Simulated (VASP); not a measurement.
Wanted: the native input for a VASP 6.6.1 run.

```yaml
Task: single point
Functional: r2SCAN
Potentials_or_basis: VASP PAW PBE potentials, release 64 (Pb_d, F)
Cutoff: 520 eV
k_mesh: 9 × 9 × 6
Occupations: gaussian, width 0.01 eV
Spin: no spin polarisation
Dipole_correction: no
Further_INCAR_settings: ALGO = Normal; EDIFF = 1e-06; NBANDS = 37
```

Crystal: PbF2.

```xyz
6
Lattice="4.1386 0.0000 0.0000 -2.0693 3.5841 0.0000 0.0000 0.0000 5.4572" Properties=species:S:1:pos:R:3 pbc="T T T"
Pb    0.0000    2.3894    1.3643
Pb    2.0693    1.1947    4.0929
F     0.0000    0.0000    0.0000
F     0.0000    0.0000    2.7286
F     0.0000    2.3894    4.0929
F     2.0693    1.1947    1.3643
```

The cell was built by a generator and needn't be a form met in nature.

The cell isn't the ideal one: cell and atoms relaxed at 9 GPa.

These files were run (other wordings do the same):

POSCAR

```
PbF2
1.0
    4.1386007294      0.0000000000      0.0000000000
   -2.0693003647      3.5841333678      0.0000000000
    0.0000000000      0.0000000000      5.4571843126
Pb F
2 4
Direct
    0.3333333333      0.6666666667      0.2500000000
    0.6666666667      0.3333333333      0.7500000000
    0.0000000000      0.0000000000      0.0000000000
    0.0000000000      0.0000000000      0.5000000000
    0.3333333333      0.6666666667      0.7500000000
    0.6666666667      0.3333333333      0.2500000000
```

INCAR.step1

```
SYSTEM = PbF2
PREC = Accurate ; ENCUT = 520
ISMEAR = 0 ; SIGMA = 0.01
LREAL = .False. ; LASPH = .True.
NELM = 100 ; NBANDS = 37
GGA = PE ; ALGO = Normal
EDIFF = 1E-4 ; LWAVE = .True.
LCHARG = .False.
```

INCAR.step2

```
SYSTEM = PbF2
PREC = Accurate ; ENCUT = 520
EDIFF = 1E-6 ; ISMEAR = 0
SIGMA = 0.01 ; LREAL = .False.
LASPH = .True. ; NELM = 100
ALGO = Normal ; ISIF = 2
LWAVE = .False. ; LCHARG = .False.
METAGGA = R2SCAN ; LMIXTAU = .True.
NBANDS = 37 ; ISTART = 1
```

KPOINTS

```
Automatic mesh
0
Gamma
  9 9 6
  0 0 0
```

Potentials or basis: VASP PAW PBE potentials, release 64 (Pb_d, F).

The run is started by

```bash
$ cat potpaw_PBE.64/Pb_d/POTCAR potpaw_PBE.64/F/POTCAR > POTCAR
$ cp INCAR.step1 INCAR
$ mpirun -np 1 vasp_std > vasp.out
$ cp INCAR.step2 INCAR
$ mpirun -np 1 vasp_std > vasp.out
```

Results of the run:

```yaml
Pressure: 9.0 GPa
Band_gap_on_the_k_mesh: 4.68 eV, indirect (least direct gap 4.89 eV)
```

Caveat: the PAW data sets were made with another functional, which shifts forces and pressure a little; spin-orbit coupling is left out, which as a rule narrows the gap of such compounds by several tenths of an eV; an odd mesh through Γ misses points on the zone boundary, where band edges often lie.

Wall time 3.5 min on 1 thread of Intel(R) Xeon(R) 6975P-C (Granite Rapids), with other jobs on the host, peak memory 0.28 GiB.
